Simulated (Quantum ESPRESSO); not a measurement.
Consider B2W (P6/mmm).

```xyz
3
Lattice="3.0200 0.0000 0.0000 -1.5100 2.6154 0.0000 0.0000 0.0000 3.0500" Properties=species:S:1:pos:R:3 pbc="T T T"
W     0.0000    0.0000    0.0000
B     1.5100    0.8718    1.5250
B     0.0000    1.7436    1.5250
```

Absorber: atom 2, with 3 B at 1.74 Å (trigonal planar, site symmetry -6m2). Method: Quantum ESPRESSO XSpectra, PBE, excited-electron core hole (neutral cell), 18-atom cell with 5.2 Å between holes, 7×7×5 k points, dipole transitions, Lorentzian half width 0.3 eV up to 4 eV, rising linearly to 2.5 eV at 25 eV, without spin-orbit coupling.

Question: Predict the near-edge structure at the B K edge.

Main maxima up to 24 eV above the zero (height): 1.3 eV (1.04), 3.3 eV (1.15), 4.7 eV (1.33) and 8.3 eV (1.56). A K edge sees empty p states on the absorber. The total-energy difference is 194.66 eV. One term is added: -5.59 eV, since the hole is spin-paired here and a spin-polarised one costs that much less in the free atom (computed apart). The photon energy is then 189.07 eV. The functional leaves an error of a few eV in such absolute values.

The B K spectrum (energy from the energy zero of the input (xe0, at the border of filled and empty states); intensity scaled to a mean of 1 over the first 20 eV; the points at xe0, where the cut of filled states can leave a spike, are interpolated; polarised curves are means over the symmetry-equivalent atoms):

```tsv
E (eV)	isotropic	ε ⊥ c	ε ∥ c
-2.0	0.05	0.04	0.05
-1.4	0.06	0.06	0.07
-0.8	0.11	0.10	0.12
-0.2	0.28	0.28	0.30
0.4	0.76	0.77	0.74
1.0	0.95	0.92	1.00
1.6	1.04	1.01	1.08
2.2	1.01	0.95	1.14
2.8	1.05	0.80	1.53
3.4	1.14	0.68	2.07
4.0	1.07	0.68	1.86
4.6	1.32	0.97	2.01
5.2	1.33	1.05	1.87
5.8	1.23	1.06	1.57
6.4	1.21	1.16	1.30
7.0	1.32	1.40	1.17
7.6	1.47	1.68	1.05
8.2	1.56	1.87	0.94
8.8	1.50	1.83	0.86
9.4	1.40	1.71	0.80
10.0	1.29	1.57	0.74
10.6	1.18	1.42	0.71
11.2	1.10	1.30	0.69
11.8	1.04	1.22	0.69
12.4	1.01	1.15	0.72
13.0	0.97	1.07	0.75
13.6	0.92	1.00	0.76
14.2	0.90	0.96	0.78
14.8	0.88	0.93	0.77
15.4	0.83	0.89	0.73
16.0	0.75	0.79	0.66
16.6	0.65	0.69	0.58
17.2	0.57	0.60	0.51
17.8	0.50	0.52	0.46
18.4	0.45	0.47	0.42
19.0	0.43	0.43	0.41
19.6	0.41	0.41	0.41
20.2	0.41	0.41	0.43
20.8	0.43	0.41	0.46
21.4	0.45	0.43	0.51
22.0	0.49	0.45	0.56
22.6	0.52	0.47	0.61
23.2	0.55	0.50	0.64
23.8	0.58	0.53	0.67
24.4	0.60	0.56	0.69
25.0	0.62	0.59	0.69
25.6	0.63	0.61	0.69
26.2	0.64	0.62	0.68
26.8	0.64	0.62	0.66
27.4	0.62	0.61	0.64
28.0	0.60	0.59	0.62
28.6	0.58	0.57	0.60
29.2	0.55	0.54	0.58
29.8	0.53	0.51	0.57
30.4	0.51	0.49	0.56
31.0	0.50	0.48	0.56
31.6	0.50	0.47	0.56
```

The holes are only 5.2 Å apart, so the shape is probably not converged with cell size; no larger cell was run here. Lifetime broadening is put in by hand, and intensities beyond about 20 eV depend on it and on the partial waves; weight that the partial waves miss at high energy is lost. The structure is a published determination, not relaxed.

[Banner, clock and machine lines of the logs are left out without a mark of their own.]

[Logs are printed without paths, hosts, clocks, repeated set-up lines and the standing remarks that a program may print on its own settings, such as how far it seeks lower states.]

[Hosts, paths, dates, database ids (printed as entryN), source tags and the programs' standing remarks are cut or masked in the printed files.]

[Lists of maxima count a maximum above −3 eV only where it reaches 4 % of the highest in the window and stands out from its surroundings by 2 % of it (1.5 % where it reaches 55 %); shoulders and weaker maxima are passed over, and of the rest the first, up to two pre-edge ones and the few strongest are named.]
